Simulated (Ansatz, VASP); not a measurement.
**One calculation of TiAl3, two programs**

```
CELL_PARAMETERS angstrom
3.98187 0.00000 0.00000
0.00000 3.98187 0.00000
0.00000 0.00000 3.98187
ATOMIC_POSITIONS crystal
Ti 0.00000 0.00000 0.00000
Al 0.00000 0.50000 0.50000
Al 0.50000 0.00000 0.50000
Al 0.50000 0.50000 0.00000
```

Change from the starting cell: volume scaled by 1.02.

Alike in both runs: task single point; functional PBE; k mesh 7 × 7 × 7; occupations fermi-dirac, width 0.05 eV; no spin polarisation.

|  | VASP | Ansatz |
| --- | --- | --- |
| version | VASP 6.6.1 | Ansatz 0.2.0 |
| potentials or method | VASP PAW PBE potentials, release 64 (Ti_sv, Al) | Ansatz PAW |
| plane-wave cutoff (eV) | 520 | 420 |
| valence electrons in the cell | 21 | 21 |

Ansatz gave:

- gap on the k mesh at the Fermi level (eV): none
- pressure (GPa): -0.1

Problem. Which values does VASP return?

Solution. gap on the k mesh at the Fermi level (eV): none; pressure (GPa): -0.2.

A gap of «none» marks a metal or a gap that the smearing closes.
